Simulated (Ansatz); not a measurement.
Notes on a calculation: MnO

The computed numbers are results of PBE+U (U_eff = 3.9 eV on Mn 3d), scalar-relativistic (collinear spin) in the plane-wave PAW code Ansatz at 420 eV, 12×12×6 k-mesh, Gaussian smearing of 0.05 eV; PAW files: Ansatz's generated set soft_2.

The chain of runs began from a cell as deposited in COD, expanded in volume.

The first cell:

```yaml
crystal:
  lattice:
    - [0.00000, 2.22938, 2.22938]
    - [2.22938, 0.00000, 2.22938]
    - [2.22938, 2.22938, 0.00000]
  atoms:
    - { symbol: Mn, position: [0.00000, 0.00000, 0.00000] }
    - { symbol: O, position: [0.50000, 0.50000, 0.50000] }
```

Moments typed, the run going on from the state of an earlier one (μB, in the order of the atoms): 5.0, 0.0.

The first steps of the search for zero pressure:

```tsv
run	level	k-mesh	kind	V (Å³/atom)	P (GPa)	gap on the mesh (eV)	largest moment (μB)
1	PBE+U	12×12×12	fixed cell	11.08	7.8	0.11	4.28
```

(1) At which volume does PBE+U reach zero pressure?

Answer:

(1) 11.46 Å³/atom, about 3.5 % over the start.

The steps that followed:

```tsv
run	level	k-mesh	kind	V (Å³/atom)	P (GPa)	E − E(final) (meV/atom)	gap on the mesh (eV)	largest moment (μB)
2	PBE+U	12×12×12	fixed cell	11.65	-0.2	32.0	0.01	4.32
3	PBE+U	12×12×12	fixed cell	11.64	0.0	32.1	0.02	4.32
4	PBE+U	12×12×6	shape and atoms relaxed, volume fixed, new magnetic order	11.64	-2.1	1.2	1.54	4.29
5	PBE+U	12×12×6	shape and atoms relaxed, volume fixed, new magnetic order	11.48	-0.2	0.0	1.59	4.27
6	PBE+U	12×12×6	shape and atoms relaxed, volume fixed, new magnetic order	11.46	0.0	0.0	1.60	4.27
```

Cell and atoms are those of this level's equilibrium.

The final structure (symmetry read at 0.01 Å). It takes space group R-3m (No. 166, trigonal). The conventional cell has a = 3.210 Å, b = 3.210 Å, c = 7.709 Å, α = 90.00°, β = 90.00°, γ = 120.00°. Mn (site symmetry -3m) is surrounded by 6 O at 2.25 Å. Around O (site symmetry -3m) lie 6 Mn at 2.25 Å. (Neighbours are counted to 15 % beyond the shortest distance.)

```json
{"atom": "Mn", "site": "3a", "symmetry": "-3m", "x": "0.0000", "y": "0.0000", "z": "0.0000"}
{"atom": "O", "site": "3b", "symmetry": "-3m", "x": "0.6667", "y": "0.3333", "z": "0.8333"}
```

Of 4 converged starts of the open shells, 4 reached the lowest state found. Among 5 magnetic starts the lowest energy, to 0.5 meV/atom, came from: antiferromagnetic, doubled cell, propagation vector (0, 0, 1/2). The next state (antiferromagnetic, doubled cell, propagation vector (0, 1/2, 1/2)) lies 7.1 meV/atom higher. At the final geometry the gap, band path included, is 1.60 eV and the site spin moments are Mn 4.27, -4.27 μB. The equation of state gives B0 = 139 GPa and B0′ = 4.3. The elastic tensor is positive definite (smallest eigenvalue 70 GPa). The runs in the table took roughly 2.8 core-minutes.

**Why it comes out so.**

Within 0.6 eV of the edges the projected states are 59 % O 2p at the top of the valence band and 63 % Mn 4s at the bottom of the conduction band. The valence edge mixes anion p with metal states, so the bond is partly covalent and the gap isn't a plain transfer from O to Mn.

Bader charges against formal ones: Mn +1.44 (+2), O −1.44 (−2). The cations give up 72 % of the formal charge; Bader charges stay under formal ones because the anions' density reaches into the cations' basins.

With a Hubbard U or exact exchange the result depends on the state in which the open shell ends, and a lower one can't be excluded. Site moments are of spin, integrated over atomic spheres.
